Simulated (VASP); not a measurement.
# MgO (Fm-3m) in VASP: notebook

The runs below take MgO through single point, with LDA.

All numbers are computed with VASP 6.6.1; they aren't measurements. Logs are shortened: lines on timing, memory, paths and dates and some standing lists are left out, and cuts for length are marked.

**1. The structure**

Symmetry: Fm-3m, No. 225, cubic system. The conventional cell has a = 4.194 Å, b = 4.194 Å, c = 4.194 Å, α = 90.00°, β = 90.00°, γ = 90.00°. Around Mg (site symmetry m-3m) lie 6 O at 2.10 Å. O (site symmetry m-3m) has 6 Mg at 2.10 Å as nearest neighbours.

The cell is a database's computed one.

**2. Single point, LDA**

Input file INCAR:

```
PREC = Low
ENCUT = 500
EDIFF = 1E-7
ISMEAR = 0
SIGMA = 0.05
LREAL = False
LASPH = True
NELM = 100
ALGO = Normal
ISIF = 2
LWAVE = False
LCHARG = False
GGA = CA
NBANDS = 11
ADDGRID = False
```

Input file KPOINTS:

```
regular mesh
0
Gamma
  11 11 11
```

Input file POSCAR:

```
MgO
1.0
    0.0000000000      2.0970013927      2.0970013927
    2.0970013927      0.0000000000      2.0970013927
    2.0970013927      2.0970013927      0.0000000000
Mg O
1 1
Direct
    0.0000000000      0.0000000000      0.0000000000
    0.5000000000      0.5000000000      0.5000000000
```

Potentials or basis: VASP PAW LDA potentials, release 64 (Mg, O).

Started as:

```bash
$ cat potpaw_LDA.64/Mg/POTCAR potpaw_LDA.64/O/POTCAR > POTCAR
$ mpirun -np 1 vasp_std > vasp.out
```

OUTCAR:

```text
PREC = Low
   ENCUT = 500
   EDIFF = 1E-7
   ISMEAR = 0
   LREAL = False
   LASPH = True
   NELM = 100
   ISIF = 2
   GGA = CA

 Found     56 irreducible k-points:

 Following reciprocal coordinates:
            Coordinates               Weight
  0.000000  0.000000  0.000000      1.000000
  0.090909  0.000000  0.000000      8.000000
  0.181818  0.000000  0.000000      8.000000
  0.272727  0.000000  0.000000      8.000000
  0.363636  0.000000  0.000000      8.000000
  0.454545  0.000000  0.000000      8.000000
   k-points           NKPTS =     56   k-points in BZ     NKDIM =     56   number of bands    NBANDS=     11
   number of dos      NEDOS =    301   number of ions     NIONS =      2
   total plane-waves  NPLWV =   4096
   dimension x,y,z NGX =    16 NGY =   16 NGZ =   16
   dimension x,y,z NGXF=    18 NGYF=   18 NGZF=   18
   ions per type =               1   1
   NGX,Y,Z   is equivalent  to a cutoff of   8.97,  8.97,  8.97 a.u.
   NGXF,Y,Z  is equivalent  to a cutoff of  10.09, 10.09, 10.09 a.u.
 SYSTEM =  unknown system
   PREC   = low       normal or accurate (medium, high low for compatibility)
   ISTART =      0    job   : 0-new  1-cont  2-samecut
   ICHARG =      2    charge: 1-file 2-atom 10-const
   ISPIN  =      1    spin polarized calculation?
   LNONCOLLINEAR =      F non collinear calculations
   LSORBIT =      F    spin-orbit coupling
   LASPH  =      T    aspherical Exc in radial PAW
   ENCUT  =  500.0 eV  36.75 Ry    6.06 a.u.   5.41  5.41  5.41*2*pi/ulx,y,z
   NELM   =    100;   NELMIN=  2; NELMDL= -5     # of ELM steps
   EDIFF  = 0.1E-06   stopping-criterion for ELM
   LREAL  =      F    real-space projection
   EDIFFG = 0.1E-05   stopping-criterion for IOM
   NSW    =      0    number of steps for IOM
   IBRION =     -1    ionic relax: 0-MD 1-quasi-New 2-CG
   NFREE  =      0    steps in history (QN), initial steepest desc. (CG)
   ISIF   =      2    stress and relaxation
   ISYM   =      2    0-nonsym 1-usesym 2-fastsym
   POTIM  = 0.5000    time-step for ionic-motion
   TEBEG  =    0.0;   TEEND  =   0.0 temperature during run
   PSTRESS=    0.0 pullay stress
   NELECT =       8.0000    total number of electrons
   NUPDOWN=      -1.0000    fix difference up-down
   EMIN   =  10.00;   EMAX   =-10.00  energy-range for DOS
   EFERMI =   0.00;   METHOD = LEGACY
   ISMEAR =     0;   SIGMA  =   0.05  broadening in eV -4-tet -1-fermi 0-gaus
   EFERMI_NEDOS =   21; number of points for ismear=-14 and -15
   IALGO  =     38    algorithm
   IMIX   =      4    mixing-type and parameters
     AMIX     =   0.40;   BMIX     =  1.00
     AMIX_MAG =   1.60;   BMIX_MAG =  1.00
  volume/ion in A,a.u.               =       9.22        62.23
  Fermi-wavevector in a.u.,A,eV,Ry     =   1.239261  2.341864 20.895389  1.535768
  Thomas-Fermi vector in A             =   2.373752
   LORBIT       =      0    0 simple, 1 ext, 2 COOP (PROOUT), +10 PAW based schemes
   GGA     = CA    functional components
   LHFCALC =     F    Hartree Fock is set to
   AEXX    =    0.0000 exact exchange contribution
   IVDW    =     0    specifies the selected vdW correction
   LEPSILON=     F    determine dielectric tensor
   LRPA    =     F    only Hartree local field effects (RPA)
 non-spin polarized calculation
 Gauss-broadening in eV      SIGMA  =   0.05
  energy-cutoff  :      500.00
  volume of cell :       18.44
 maximum number of plane-waves:       487
   NGX = 11   NGY = 11   NGZ = 11

 number of electron       8.0000545 magnetization

 Free energy of the ion-electron system (eV)
  ---------------------------------------------------
  ext. energy  EPLUGINS =         0.00000000
  ---------------------------------------------------
  free energy    TOTEN  =       -13.43710143 eV

  energy without entropy =      -13.43710143  energy(sigma->0) =      -13.43710143

 E-fermi :   3.2950     XC(G=0): -11.6542

 val. band max:        2.9793696176   @ k =   0.0000   0.0000   0.0000
 cond. band min:       7.7630817645   @ k =   0.0000   0.0000   0.0000
 fundamental gap:      4.7837121468
 Fermi energy:         3.2949630013

 k-point     1 :       0.0000    0.0000    0.0000
  band No.  band energies     occupation
      1     -14.0890      2.00000
      2       2.9785      2.00000
      3       2.9794      2.00000
      4       2.9794      2.00000
      5       7.7631      0.00000
      6      18.5744      0.00000
      7      18.5744      0.00000
      8      18.5744      0.00000
      9      22.6328      0.00000
     10      24.2933      0.00000
     11      24.2933      0.00000

 k-point     2 :       0.0909    0.0000    0.0000
  band No.  band energies     occupation
      1     -13.9963      2.00000
      2       2.4200      2.00000
      3       2.9198      2.00000
      4       2.9206      2.00000
      5       8.2900      0.00000
      6      17.5022      0.00000
      7      18.7788      0.00000
      8      18.7788      0.00000
      9      23.6494      0.00000
     10      23.6494      0.00000
     11      24.0711      0.00000

 k-point     3 :       0.1818    0.0000    0.0000
  band No.  band energies     occupation
      1     -13.7348      2.00000
      2       1.2262      2.00000
      3       2.7667      2.00000
      4       2.7674      2.00000
      5       9.3486      0.00000
      6      16.0751      0.00000
      7      19.2323      0.00000
      8      19.2324      0.00000
      9      22.9204      0.00000
     10      22.9204      0.00000
     11      25.1600      0.00000

 k-point     4 :       0.2727    0.0000    0.0000
  band No.  band energies     occupation
      1     -13.3629      2.00000
      2      -0.0480      2.00000
      3       2.5751      2.00000
      4       2.5759      2.00000
      5      10.2654      0.00000
      6      15.2917      0.00000
      7      19.4571      0.00000
      8      19.4571      0.00000
      9      23.0645      0.00000
     10      23.0646      0.00000
     11      24.6772      0.00000

 k-point     5 :       0.3636    0.0000    0.0000
  band No.  band energies     occupation
      1     -12.9842      2.00000
      2      -1.0982      2.00000
      3       2.4072      2.00000
      4       2.4079      2.00000
      5      10.7006      0.00000
      6      15.2482      0.00000
      7      19.3032      0.00000
      8      19.3032      0.00000
      9      24.0933      0.00000
     10      24.0935      0.00000
     11      24.0984      0.00000

 k-point     6 :       0.4545    0.0000    0.0000
  band No.  band energies     occupation
      1     -12.7379      2.00000
      2      -1.6985      2.00000
      3       2.3106      2.00000
      4       2.3113      2.00000
      5      10.7892      0.00000
      6      15.4819      0.00000
      7      19.1330      0.00000
      8      19.1330      0.00000
      9      23.7692      0.00000
     10      25.1250      0.00000
     11      25.1253      0.00000

 [... further k-points ...]
[... 5 lines left out ...]
  --------------------------------------------------------------------------------------
  -------------------------------------------------------------------------------------
  Total       -0.6627684     -0.6627684     -0.6627684     -0.0000000     -0.0000000     -0.0000000
  in kB      -57.5766257    -57.5766257    -57.5766257     -0.0000000     -0.0000000     -0.0000000
  external PRESSURE =     -57.5766257 kB  Pullay stress =       0.0000000 kB

 VOLUME and BASIS-vectors are now :
 -----------------------------------------------------------------------------
  energy-cutoff  :      500.00
  volume of cell :       18.44
      direct lattice vectors                 reciprocal lattice vectors
     0.000000000  2.097001393  2.097001393    -0.238435702  0.238435702  0.238435702
     2.097001393  0.000000000  2.097001393     0.238435702 -0.238435702  0.238435702
     2.097001393  2.097001393  0.000000000     0.238435702  0.238435702 -0.238435702

 POSITION                                       TOTAL-FORCE (eV/Angst)
 -----------------------------------------------------------------------------------
      0.00000      0.00000      0.00000         0.000000      0.000000      0.000000
      2.09700      2.09700      2.09700         0.000000     -0.000000      0.000000
 -----------------------------------------------------------------------------------
    total drift:                                0.000000      0.000000      0.000000

  FREE ENERGIE OF THE ION-ELECTRON SYSTEM (eV)
  ---------------------------------------------------
  free  energy   TOTEN  =       -13.4371014349 eV

  energy  without entropy=      -13.4371014349  energy(sigma->0) =      -13.43710143
```

Run time: 3.9 s. Hardware: 1 thread of AMD EPYC 9R45 (Zen 5), shared host; peak memory 0.08 GiB.

The run converged, but some of its settings lie outside the range that counts as converged, so its numbers aren't taken as properties of the crystal.

What came out:

```
Free energy            : -13.4371 eV
Pressure               : -5.8 GPa
Band gap on the k mesh : 4.78 eV, direct
```

**3. Single point, LDA**

INCAR is that of step 2.

KPOINTS is that of step 2.

Input file POSCAR:

```
MgO
1.0
    0.0000000000      2.0970013927      2.0970013927
    2.0970013927      0.0000000000      2.0970013927
    2.0970013927      2.0970013927      0.0000000000
Mg O
1 1
Direct
   -0.0111690000     -0.0083340000      0.0019910000
    0.5083620000      0.4891820000      0.5308490000
```

Potentials or basis: VASP PAW LDA potentials, release 64 (Mg, O).

Started as:

```bash
$ cat potpaw_LDA.64/Mg/POTCAR potpaw_LDA.64/O/POTCAR > POTCAR
$ mpirun -np 1 vasp_std > vasp.out
```

Wall time 33 s (1 thread of AMD EPYC 9R45 (Zen 5), shared host); peak memory 0.19 GiB.

These settings aren't checked as converged: the numbers below hold their error.

What came out:

```yaml
Free_energy: -13.3962 eV
Pressure: -4.3 GPa
Largest_force: 0.674 eV/Å
Band_gap_on_the_k_mesh: 4.77 eV, direct
```
